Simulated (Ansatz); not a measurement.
CuO: changing the functional

```
Cu O
1.0
     4.16094    0.00000    0.00000
     0.00000    4.16094    0.00000
     0.00000    0.00000    3.88764
Cu O
3 3
Direct
  0.50000 0.00000 0.50000
  0.00000 0.50000 0.50000
  0.00000 0.00000 0.00000
  0.00000 0.00000 0.50000
  0.50000 0.00000 0.00000
  0.00000 0.50000 0.00000
```

Measurements of this composition are mostly on another form, of space group No. 15.

Kept alike: task projected density of states; k mesh 7 × 7 × 7; occupations fermi-dirac, width 0.05 eV; no spin polarisation. Program: Ansatz, Ansatz PAW. Cutoffs run from 420 to 500 eV. The mesh is that of the run's cell of 6 atoms. No spin-orbit coupling.

```csv
functional,pressure (GPa)
BLYP,7.55
LDA,-11.49
PBEsol,-5.50
r2SCAN,-4.78
```

Pressure is positive in compression, with a Pulay correction for the finite cutoff. For a metal such a mesh leaves the last digits unconverged. All rows use potentials made for PBE.

Question: What does the functional change here?

Answer: The pressure runs from -11.49 (LDA) to 7.55 GPa (BLYP). A positive pressure means that the functional's own cell is larger than the one given, a negative one that it is smaller.

The functionals disagree even on whether this cell is stretched or squeezed: LDA, PBEsol and r2SCAN would contract it, while BLYP would expand it. The extremes follow the usual pattern for bond lengths. LDA overbinds, whereas the strong gradient enhancement of B88 exchange in BLYP favours inhomogeneous densities, which weakens bonding and lengthens the Cu–O contacts. PBEsol has a gentler gradient dependence suited to densely packed solids and falls between them. r2SCAN lies close to PBEsol, too close for their order to carry weight.

The pressures measure strain at a common geometry, not the accuracy of each functional. Turning them into equilibrium volumes would need the compressibility, and the tetragonal cell may also relax differently along its two independent axes. Divalent copper has an open d shell and normally carries a local moment in its oxides. Allowing that moment would change the occupation of Cu–O antibonding states and could shift the pressures by different amounts, so the spread need not carry over to a magnetic state.
